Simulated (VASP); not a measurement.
A run of VASP 6.6.1 is set up as follows.

INCAR

```
SYSTEM = Li2O
  PREC = Accurate
  ENCUT = 520
  EDIFF = 1E-7
  ISMEAR = 0
  SIGMA = 0.02
  LREAL = .False.
  LASPH = .True.
  NELM = 80
  ALGO = Normal
  ISIF = 2
  LWAVE = .False.
  LCHARG = .True.
  METAGGA = R2SCAN
  LMIXTAU = .True.
  LUSE_VDW = .True.
  IVDW_NL = 2
  BPARAM = 11.95
  CPARAM = 0.0093
  LVHAR = .True.
  KPAR = 4
```

File KPOINTS:

```
Automatic mesh
0
Gamma
  10 10 10
  0 0 0
```

File POSCAR:

```
Li2O                                    
1.0
   -0.0000000000      2.2798216766      2.2798216766
    2.2798216766     -0.0000000000      2.2798216766
    2.2798216766      2.2798216766      0.0000000000
  O               Li            
     1     2
Direct
     0.0000000000000000    0.0000000000000000    0.0000000000000000
     0.2500000000000000    0.2500000000000000    0.2500000000000000
     0.7500000000000000    0.7500000000000000    0.7500000000000000
```

Potentials or basis: VASP PAW PBE potentials, release 64 (O, Li_sv).

Command:

```bash
$ cat potpaw_PBE.64/O/POTCAR potpaw_PBE.64/Li_sv/POTCAR > POTCAR
$ mpirun -np 4 vasp_std > vasp.out
```

(1) Estimate the band gap on the k mesh.

Answers

(1) 5.68 eV, indirect (least direct gap 6.37 eV).
